A lattice constant that is 1 % wrong costs a crystal surprisingly little energy. Stretching the LDA cell of molybdenum to the measured size takes, by a simple spring estimate, about 15 meV per atom, some 0.2 % of the roughly 7 eV that hold an atom in the metal. What fixes the length is a balance of slopes: at the minimum, the parts of the energy that favour a smaller cell and those that favour a larger one change equally fast with volume. How steep each part is therefore matters, and not how large it is.

Cubic lattice constant of bcc molybdenum from Kohn–Sham DFT in ABINIT 10.8.3, GPAW 26.7.0 and SIRIUS 7.12.0, fitted to energies at seven volumes, without spin polarization or spin–orbit coupling and with Fermi–Dirac smearing of 0.05 eV. The measured value is 3.147 Å (bulk crystal, temperature not stated; PMC 10052566).

| program | functional | how the value is got | potentials or basis | wave cutoff (eV) | k-mesh | computed lattice constant (Å) | computed over measured, less one (%) |
| --- | --- | --- | --- | --- | --- | --- | --- |
| ABINIT 10.8.3 (1) | LDA-PZ | from the rest volume of the fit | JTH PAW LDA v2.0 | 408.2 | 12x12x12 | 3.114 | -1.06 |
| GPAW 26.7.0 (1) | revPBE+D3 | from the rest volume of the fit | GPAW PAW data sets (gpaw data 1.2.1) | 600.0 | 9x9x9 | 3.115 | -1.02 |
| SIRIUS 7.12.0 | PBEsol | from the rest volume of the fit | all electron FP LAPW | n/a | 12x12x12 | 3.128 | -0.59 |
| ABINIT 10.8.3 (2) | PBE+D3(BJ) | from the rest volume of the fit | JTH PAW PBE v2.0 | 408.2 | 12x12x12 | 3.131 | -0.50 |
| ABINIT 10.8.3 (3) | RPBE+D4 | from the rest volume of the fit | JTH PAW PBE v2.0 | 408.2 | 12x12x12 | 3.131 | -0.50 |
| ABINIT 10.8.3 (4) | PBEsol | from the rest volume of the fit | JTH PAW PBE v2.0 | 571.4 | 12x12x12 | 3.132 | -0.48 |
| ABINIT 10.8.3 (5) | PBE+D3 | from the rest volume of the fit | JTH PAW PBE v2.0 | 408.2 | 12x12x12 | 3.133 | -0.44 |
| GPAW 26.7.0 (2) | PBE | from the rest volume of the fit | GPAW PAW data sets (gpaw data 1.2.1), other valence | 600.0 | 9x9x9 | 3.166 | 0.60 |

### 1. The top row: why is the LDA cell too short?

LDA treats the electrons at each point as if they belonged to a uniform gas. When atoms move apart, the density between them becomes more uneven. Functionals with gradient terms lower the energy of such uneven densities, which makes stretching cheaper. LDA lacks these terms and binds too tightly, here by about 1 % in length.

This is standard theory, and the order of the rows without dispersion agrees with it. PBEsol, with weak gradient terms, gives a cell 0.018 Å longer than LDA in the same program, although cutoff and data set change too. PBE, with stronger gradient terms, has the longest cell of the table, though it was run in another program.

### 2. The second row has almost the same length. Does it have the same cause?

It does not. revPBE has gradient terms, but this run also contains the D3 dispersion correction, an added attraction between pairs of atoms. The run gives the D3 energy at every volume, so it can be subtracted. The remaining revPBE curve has its minimum at 3.169 Å, which is 0.7 % above the measured value.

D3 thus shortens the cell by 0.054 Å, slightly more than the distance between the top and the bottom of the table. LDA is short because it lacks gradient terms; revPBE+D3 is short because an attraction was added. Their agreement to 0.001 Å is a coincidence and confirms neither.

### 3. How can a weak attraction squeeze such a stiff metal?

Over the volumes of this run, the D3 attraction grows as the atoms approach, so its energy falls when the cell shrinks. Near the minimum of the bare revPBE curve it changes by 0.051 eV per atom when the volume changes by 0.64 Å³ per atom. The slope, about 0.08 eV/Å³, is an inward pressure of 13 GPa. A constant energy of any size would have left the minimum where it was.

The crystal answers like a spring. Its bulk modulus, the pressure needed per relative change of volume, is 255 GPa on the bare curve. The volume therefore shrinks by 13/255 = 5.1 %, and each edge by a third of that, 1.7 %. For a cell of 3.169 Å this means 0.054 Å.

The estimate uses only the energies of this one run and reproduces its lattice constant, as the output after the text shows. It works so well because two neglected changes largely offset each other: under compression the pull grows, but so does the stiffness. The agreement supports the spring picture; whether D3 pulls with the right strength in a metal is a separate matter. Under the same pull, a metal half as stiff would shrink about twice as much.

### 4. The two PBEsol rows: how much does the program matter?

SIRIUS treats all electrons explicitly, while ABINIT uses a PAW data set made for PBE. Their PBEsol lattice constants differ by 0.004 Å. The whole table spans 0.052 Å, thirteen times as much. Program and data set also change between the ends of the table, so a cleaner yardstick is the revPBE run, where D3 alone moved the length by 0.054 Å. Beside that, the choice of program and basis matters little for this pair.

It is the only pair with the same functional and the same treatment of dispersion in two programs, so it gives a scale and no general guarantee. It does suggest which digits deserve trust. Differences in the second decimal of an ångström can carry physics, whereas those of a few thousandths may come from data sets, cutoffs or meshes.

### 5. The four close ABINIT rows: what would change without dispersion?

ABINIT rows (2) to (5) lie between 3.131 and 3.133 Å, too close to rank the functionals. Only rows (2) and (5) can be compared so finely. They share functional, data set, cutoff and mesh, and the 0.002 Å between them comes from two forms of D3 that are damped differently at short range. The four rows reach almost the same length by different routes. PBEsol has weak gradient terms and no dispersion. The other three combine stronger gradient terms, which lengthen the cell, with a dispersion correction, which shortens it.

Switching dispersion off should therefore lengthen those three cells. The nearest comparison points that way: PBE+D3 in ABINIT is 0.033 Å shorter than plain PBE in GPAW. Program, data set and k-mesh change along with D3, so this difference is not a clean measure of its effect. Plain PBE and RPBE runs in ABINIT would supply the missing values.

### 6. The bottom row: why is only plain PBE too long?

Here the gradient terms stretch the cell and no dispersion correction pulls it back. The result is 0.6 % too long. This run uses a data set with a different choice of valence electrons, which may shift the length a little. The sign has support from the revPBE run, which uses the other data set and is also too long once D3 is removed. Every row with a dispersion correction falls on the other side of the measured value. In the revPBE run, where both curves are known, the correction turns an error of +0.7 % into one of −1.0 %.

Theory offers a reason for this overshoot. Dispersion comes from fluctuating dipoles on the atoms, and in a metal the mobile electrons screen them. Corrections built from pairs of atoms contain little of this screening and can pull too hard. The table shows the overshoot but has no calculation with the screening included, so the cause remains an argument.

### 7. Would heat and zero-point motion close the remaining gap?

They would close only part of it, and only for the short cells. The calculations describe atoms at rest, whereas the measured crystal vibrates, and vibration pushes the atoms slightly apart. A Debye estimate with rough constants puts this expansion at 0.1 to 0.2 % in length, assuming a measurement at room temperature; the actual temperature is not stated. The fair target for a static calculation is smaller by that amount.

Against this target the PBEsol cells are still 0.3 to 0.4 % too short, and the plain PBE cell is nearly 0.8 % too long. No row changes sides. The functional is the natural suspect for what remains, but the rows cannot prove it: spin–orbit coupling is absent, and no run was repeated with a finer mesh or a higher cutoff.

The analysis program printed:

```
spread of all rows, longest less shortest, in A: 0.052
gap of the two PBEsol rows in A: 0.004
spread of all rows over gap of the PBEsol rows: 13
PBEsol less LDA, both ABINIT, in A: 0.018
revPBE+D3 less LDA in A: 0.001
revPBE lattice constant with D3 taken out in A: 3.169
its error against the measured value in percent: 0.7151
change of the lattice constant by D3 in the revPBE run in A: -0.05445
inward pull of D3 at the bare minimum in GPa: 12.98
bulk modulus of the bare revPBE curve in GPa: 254.8
volume shrinkage by the spring model in percent: 5.094
lattice constant with D3 by the spring model in A: 3.115
spring model less full run in A: -0.0003117
ABINIT PBE+D3 less GPAW PBE in A (program and data set change too): -0.033
rough growth of the lattice constant by heat and zero-point motion in percent: 0.1677
errors and energy cost:
                row  error in percent  rough error against a static crystal in percent  meV per atom to reach the measured volume
  ABINIT 10.8.3 (1)             -1.06                                          -0.8923                                      14.83
    GPAW 26.7.0 (1)             -1.02                                          -0.8523                                       12.9
      SIRIUS 7.12.0             -0.59                                          -0.4223                                      4.289
  ABINIT 10.8.3 (2)              -0.5                                          -0.3323                                      3.101
  ABINIT 10.8.3 (3)              -0.5                                          -0.3323                                      3.022
  ABINIT 10.8.3 (4)             -0.48                                          -0.3123                                      2.816
  ABINIT 10.8.3 (5)             -0.44                                          -0.2723                                      2.396
    GPAW 26.7.0 (2)               0.6                                           0.7677                                      4.206
```
